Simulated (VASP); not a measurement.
Crystal: Au.

```
Au
1.0
     0.00000    2.03500    2.03500
     2.03500    0.00000    2.03500
     2.03500    2.03500    0.00000
Au
1
Direct
  0.00000 0.00000 0.00000
```

- Program: VASP 6.6.1
- Task: relaxation of cell and atoms
- Functional: revPBE
- Potentials or basis: VASP PAW PBE potentials, release 64 (Au)
- Cutoff: 600 eV
- k mesh: 11 × 11 × 11
- Occupations: fermi-dirac, width 0.05 eV
- Spin: no spin polarisation

At the start: pressure 13.5 GPa; volume 16.85 Å³/atom.

Problem. Where does the relaxation end?

Solution. Over 4 steps the energy falls by 55.5 meV/atom and the volume is 18.31 Å³/atom (+8.6 %); space group Fm-3m (No. 225, to 0.05 Å).

Step by step:
| step | energy change (eV) | largest force (eV/Å) | pressure (GPa) | volume (Å³) |
| --- | --- | --- | --- | --- |
| 1 | 0.0000 | 0.0000 | 13.51 | 16.85 |
| 2 | 0.0292 | 0.0000 | -10.42 | 20.56 |
| 3 | -0.0554 | 0.0000 | -0.28 | 18.35 |
| 4 | -0.0555 | 0.0000 | -0.06 | 18.31 |

Final structure:
```xyz
1
Lattice="0.0000 2.0920 2.0920 2.0920 0.0000 2.0920 2.0920 2.0920 0.0000" Properties=species:S:1:pos:R:3 pbc="T T T"
Au    0.0000    0.0000    0.0000
```

Caveat: the PAW data sets were made with another functional, which shifts forces and pressure a little.
